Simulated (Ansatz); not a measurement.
A trial cell of Al₅Cu, before relaxation:

```xyz
6
Lattice="2.7841 0.0000 0.0000 -1.3921 2.4111 0.0000 0.0000 0.0000 13.5376" Properties=species:S:1:pos:R:3 pbc="T T T"
Al    0.0000    1.6074   11.2813
Al    0.0000    1.6074    2.2563
Al    1.3921    0.8037    0.0000
Al    1.3921    0.8037    4.5125
Al    1.3921    0.8037    9.0251
Cu    0.0000    1.6074    6.7688
```

Theory: DFT PBE, scalar-relativistic, plane waves, PAW (Ansatz). Cutoff 420 eV, Gaussian smearing, Γ-centred meshes. Cell and atoms relax first on a coarse mesh and then on a finer one. In between, the cell is made exact in the group found at 0.06 Å. In metals the finer mesh still leaves noise of several meV/atom or more. The steps can't lower the symmetry of their start. No spin polarisation.

A guess keeps its type if space group and coordination stay and the shape of the cell changes little (axis ratios within about 15 %, angles within 6°); the volume may change.

Task: Does this structure survive the relaxation?

Result: It keeps its type. The symmetry stays P-6m2 (No. 187). The volume per atom grows by 3.5 %, from 15.1 to 15.7 Å³. The shortest distance goes from 2.77 Å (Al–Cu and Al–Al) to 2.61 Å (Al–Cu). The ratio c/a of the conventional cell changes by a factor of 0.98. Counting neighbours within 15 % of an atom's shortest distance, the start has Al 12, Cu 12 and the end Al 12, Cu 12.

The zero of energy is the elements' standard structures at the same level; no fitted shifts are applied.

Task: At what energy does it end?

Result: 0.00 eV/atom. The formation energy is too near zero to say whether this cell lies below the elements.

The last run used an 18×18×4 mesh (in the run's order of axes) for its 6-atom cell and Gaussian smearing of 0.10 eV. For metals, differences of a few meV/atom aren't resolved. A structure relaxed within its symmetry needn't be a true minimum. Another cell of Al5Cu relaxed alike, in P4/mmm, lies 54 meV/atom lower, so this cell isn't the stable form at this level.
